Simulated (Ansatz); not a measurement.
Runs of Ansatz 0.2.0 on GaSb. It takes space group F-43m (No. 216, cubic). The conventional cell has a = 6.118 Å, b = 6.118 Å, c = 6.118 Å, α = 90.00°, β = 90.00°, γ = 90.00°. Sb (site symmetry -43m) is surrounded by 4 Ga at 2.65 Å. Ga (site symmetry -43m) is surrounded by 4 Sb at 2.65 Å. 

| task | level | cell | cutoff (eV) | target pressure (GPa) | points for each segment of the path | gap on the mesh (eV) | pressure (GPa) |
| --- | --- | --- | --- | --- | --- | --- | --- |
| relaxation of cell and atoms | PBE | relaxed to 10 GPa | 420 | 10 | - | 0.65 | 10.0 |
| band structure | PBEsol | as given | 420 | - | 14 | none | -0.2 |
| band structure | BLYP | as given | 420 | - | 14 | none | 5.3 |
| single point | PBE | as given | 420 | - | - | none | 2.3 |
| band structure | RPBE | as given | 420 | - | 14 | 0.13 | 3.9 |
| relaxation of cell and atoms | PBE | relaxed to 20 GPa | 420 | 20 | - | 0.54 | 20.0 |
| relaxation of cell and atoms | PBE | relaxed to 30 GPa | 420 | 30 | - | 0.38 | 30.0 |
| band structure | revPBE | as given | 420 | - | 14 | (b) | (c) |
| band structure | r2SCAN | as given | 500 | - | 14 | 0.47 | (a) |
| band structure | LDA | as given | 420 | - | 14 | none | -1.7 |
| relaxation of cell and atoms | PBE | relaxed | 420 | - | - | none | 0.0 |
| band structure | PBE | as given | 420 | - | 14 | none | 2.3 |

Alike in all rows: potentials or basis Ansatz PAW; no spin polarisation; k mesh 8 × 8 × 8; smearing fermi-dirac 0.05 eV.

Task: Fill in the values left out.

Result: (a) 0.4; (b) 0.11; (c) 3.5.

Caveats: spin-orbit coupling is left out, which moves the levels of the heavy elements (some runs); the PAW data sets come from PBE, with cores solved anew for the run's functional, which leaves a small shift of forces and pressure (some runs); the plane-wave basis is chosen anew once the cell has moved, so the energies of steps on either side of that aren't comparable (some runs).

A k mesh can miss the band edges, and the runs leave out spin-orbit coupling on Ga, Sb.

A gap of «none» marks a metal or a gap under the smearing width.
